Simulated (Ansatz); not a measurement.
Hf: single point with PBE

The system is Hf.

```xyz
1
Lattice="-1.8050 1.8050 1.8050 1.8050 -1.8050 1.8050 1.8050 1.8050 -1.8050" Properties=species:S:1:pos:R:3 pbc="T T T"
Hf    0.0000    0.0000    0.0000
```

This isn't the form of Hf at room conditions, which is hcp.

| Item | Value |
| --- | --- |
| Program | Ansatz 0.2.0 |
| Task | single point |
| Functional | PBE |
| Potentials or basis | Ansatz PAW |
| Cutoff | 420 eV (not typed: the program's choice for these potentials) |
| k mesh | 10 × 10 × 10 |
| Occupations | gaussian, width 0.019 eV |
| Spin | no spin polarisation |

```
Pressure               : -5.0 GPa
Band gap on the k mesh : none (metal or under the smearing width)
```

Levels at points of the mesh, in eV from the Fermi level:
| k point | band 10 | band 11 | band 12 | band 13 | band 14 | band 15 | band 16 | band 17 |
| --- | --- | --- | --- | --- | --- | --- | --- | --- |
| (0.00, 0.00, 0.00) | -11.60 | -11.58 | -6.87 | 1.47 | 1.47 | 1.47 | 4.11 | 4.11 |
| (0.00, 0.00, -0.50) | -11.60 | -11.59 | -3.23 | -0.43 | 0.88 | 3.92 | 4.87 | 7.16 |
| (-0.50, -0.50, -0.50) | -11.59 | -11.59 | -2.38 | -2.38 | 6.40 | 6.40 | 6.40 | 6.83 |

Wall time 0.76 s on 2 threads of Arm Neoverse V1, on a shared host, peak memory 0.28 GiB.

The run has no spin-orbit coupling, so splittings on Hf are missing.
